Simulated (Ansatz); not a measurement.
Runs of Ansatz 0.2.0 on SnO2. The structure is cubic, space group Pa-3 (No. 205). The conventional cell has a = 5.175 Å, b = 5.175 Å, c = 5.175 Å, α = 90.00°, β = 90.00°, γ = 90.00°. Sn (site symmetry -3) has 6 O at 2.11 Å as nearest neighbours. Around O (site symmetry 3) lie 3 Sn at 2.11 Å. Measurements of this composition are mostly on another form, of space group No. 136.

| task | cell | k mesh | smearing | points for each segment of the path | gap on the mesh (eV) | pressure (GPa) |
| --- | --- | --- | --- | --- | --- | --- |
| relaxation of cell and atoms | relaxed | 5 × 5 × 5 | fermi-dirac 0.05 eV | - | 0.60 | 0.0 |
| relaxation of the atoms | atoms relaxed from: strained by -2 % | 4 × 4 × 4 | fermi-dirac 0.05 eV | - | (a) | -0.6 |
| single point | as given | 5 × 5 × 5 | gaussian 0.011 eV | - | 0.57 | -0.6 |
| band structure | as given | 5 × 5 × 5 | fermi-dirac 0.05 eV | 10 | 0.57 | -0.6 |

Alike in all rows: level PBE; potentials or basis Ansatz PAW; no spin polarisation; cutoff (eV) 420.

Question: Fill in the values left out.

Answer: (a) 0.54.

Caveats: spin-orbit coupling is left out, which moves the levels of the heavy elements; odd divisions of the mesh miss points on the zone boundary, where band edges often lie, so the gap on the mesh can be too wide (some runs); the plane-wave basis is chosen anew once the cell has moved, so the energies of steps on either side of that aren't comparable (some runs); the thresholds are loose for stress (some runs).

A k mesh can miss the band edges, and the runs leave out spin-orbit coupling on Sn.
